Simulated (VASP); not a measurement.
Runs of VASP 6.6.1 on W. The structure is cubic, space group Fm-3m (No. 225). The conventional cell has a = 4.060 Å, b = 4.060 Å, c = 4.060 Å, α = 90.00°, β = 90.00°, γ = 90.00°. Around W (site symmetry m-3m) lie 12 W at 2.87 Å. This isn't the form of W at room conditions, which is bcc.

```csv
level,potentials or basis,gap on the mesh (eV),pressure (GPa),relaxed volume (Å³/atom)
r2SCAN,"VASP PAW PBE potentials, release 64 (W_sv)",none,-0.1,(c)
RPBE,"VASP PAW PBE potentials, release 64 (W_sv)",none,0.0,(a)
rev-vdW-DF2,"VASP PAW PBE potentials, release 64 (W_sv)",none,0.0,16.27
PW91,"VASP PAW PBE potentials, release 64 (W_sv)",none,0.0,(b)
LDA,"VASP PAW LDA potentials, release 64 (W_sv)",none,0.1,15.81
revPBE,"VASP PAW PBE potentials, release 64 (W_sv)",none,0.0,16.62
optB88-vdW,"VASP PAW PBE potentials, release 64 (W_sv)",none,0.0,16.47
vdW-DF-cx,"VASP PAW PBE potentials, release 64 (W_sv)",none,0.0,16.10
```

Alike in all rows: task relaxation of cell and atoms; no spin polarisation; cell relaxed; k mesh 11 × 11 × 11; cutoff (eV) 600; smearing fermi-dirac 0.05 eV.

Task: Estimate the missing entries.

Result: (a) 16.67; (b) 16.56; (c) 16.25.

Caveats: the PAW data sets were made with another functional, which shifts forces and pressure a little (some runs).

A k mesh can miss the band edges, and the runs leave out spin-orbit coupling on W.

A gap of «none» marks a metal or a gap under the smearing width.

Runs at the PBE level aren't shown here.
